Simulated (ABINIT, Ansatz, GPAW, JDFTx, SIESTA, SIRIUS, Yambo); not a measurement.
The band gap of SiC, sorted by core time

```
CELL_PARAMETERS angstrom
3.07600 0.00000 0.00000
-1.53800 2.66389 0.00000
0.00000 0.00000 5.04800
ATOMIC_POSITIONS crystal
Si 0.66667 0.33333 0.50000
Si 0.33333 0.66667 0.00000
C 0.66667 0.33333 0.88500
C 0.33333 0.66667 0.38500
```

| rung | level | program and potentials | cutoff (eV) | k mesh | task | core time | chip | band gap (eV) | notes |
| --- | --- | --- | --- | --- | --- | --- | --- | --- | --- |
| GGA | PBE | Ansatz, all-electron LAPW, scalar-relativistic | - | 10 × 10 × 5 | band structure | 27 s | Arm Neoverse V1 | 2.32 | from the band path |
| LDA | LDA | Ansatz, all-electron LAPW, scalar-relativistic | - | 10 × 10 × 5 | band structure | 27 s | Arm Neoverse V1 | 2.21 | from the band path |
| Hartree-Fock | Hartree-Fock on PBEsol | Yambo, PseudoDojo 0.4.1 SR PBEsol standard | 1116 | 6 × 6 × 4 | Hartree-Fock levels | 30 s | Intel Xeon 6975P-C Granite Rapids | 8.99 | - |
| GGA | PBEsol | JDFTx, PseudoDojo-SR-PBEsol-0.4.1-standard | 1116 | 10 × 10 × 5 | band structure | 31 s | Arm Neoverse V2 | 2.17 | from the band path |
| LDA | LDA | JDFTx, PseudoDojo-SR-LDA-0.4.1-standard with smoothed tails | 1116 | 10 × 10 × 5 | band structure | 31 s | Arm Neoverse V2 | 2.23 | from the band path |
| GGA | PBEsol | Ansatz, all-electron LAPW, scalar-relativistic | - | 10 × 10 × 5 | band structure | 35 s | Intel Xeon Platinum 8375C Ice Lake | 2.17 | from the band path |
| GGA | PBEsol | Ansatz, PAW datasets made for the crystal | 340 | 10 × 10 × 5 | band structure | 38 s | Intel Xeon Platinum 8375C Ice Lake | 2.17 | from the band path |
| GGA | PBE | GPAW, SG15 ONCV 1.2 | 1100 | 7 × 7 × 4 | band structure | 69 s | Arm Neoverse V2 | 2.35 | from the band path |
| GGA | AM05 | ABINIT, JTH PAW PBE v2.0 | 544 | 10 × 10 × 5 | band structure | 78 s | Arm Neoverse V1 | 2.19 | potentials made for PBE; from the band path |
| LDA | LDA | JDFTx, SG15-PBE-1.2 with smoothed tails | 1361 | 5 × 5 × 2 | band structure | 83 s | AMD EPYC 7571 | 2.13 | coarse mesh; potentials made for PBE; from the band path |
| GGA | PBEsol | JDFTx, SG15-PBE-1.2 with smoothed tails | 1361 | 5 × 5 × 2 | band structure | 97 s | AMD EPYC 7571 | 2.15 | coarse mesh; potentials made for PBE; from the band path |
| GGA | PBE | SIESTA, files PseudoDojo sr-pbe-0.4.1-standard, TZP (energy shift 0.002 Ry) | - | 10 × 10 × 5 | band structure | 1.8 min | Arm Neoverse V2 | 2.32 | atomic basis; from the band path |
| GGA | revPBE | ABINIT, PseudoDojo NC SR PBE v0.4.1 standard | 1116 | 10 × 10 × 5 | band structure | 2.2 min | Arm Neoverse V2 | 2.39 | potentials made for PBE; from the band path |
| GGA | HCTH407 | ABINIT, PseudoDojo NC SR PBE v0.4.1 standard | 1116 | 10 × 10 × 5 | band structure | 2.4 min | Arm Neoverse V1 | 2.78 | potentials made for PBE; from the band path |
| meta-GGA | rSCAN | GPAW, GPAW PAW data sets (gpaw-data 1.2.1) | 800 | 7 × 7 × 4 | band structure | 4.3 min | Arm Neoverse N1 | 2.72 | potentials made for PBE; from the band path |
| GGA | PBEsol | SIRIUS, PseudoDojo 0.4.1 PBE standard (scalar relativistic) | 1127 | 4 × 4 × 2 | band structure | 7.1 min | Intel Xeon Skylake/Cascade Lake | 2.14 | coarse mesh; potentials made for PBE; from the band path |
| LDA | LDA | SIRIUS, PseudoDojo 0.4.1 PBE standard (scalar relativistic) | 1127 | 4 × 4 × 2 | band structure | 7.4 min | Intel Xeon Skylake/Cascade Lake | 2.11 | coarse mesh; potentials made for PBE; from the band path |

Times are single runs on shared hosts and different chips, so they are rough; meshes, cutoffs and the tasks' sizes weigh on the time. All rows: no spin polarisation. Gaps are the least found on the k mesh or the band path, and a mesh can miss the band edges. The cell comes from a database and isn't always the measured one. Meshes differ between rows, which moves values too. All levels ran on this one cell, unrelaxed unless noted. Meshes are those of the run's cell of 4 atoms unless a note names another. Runs on faulty files, with rough fits or with known faults for this quantity aren't shown. No row holds spin-orbit coupling.

By rung: LDA 2.21 to 2.23; GGA 2.17 to 2.78; meta-GGA 2.72; Hartree-Fock 8.99; LDA on coarse meshes 2.11 to 2.13; GGA on coarse meshes 2.14 to 2.15; GGA in atomic bases 2.32 (eV).
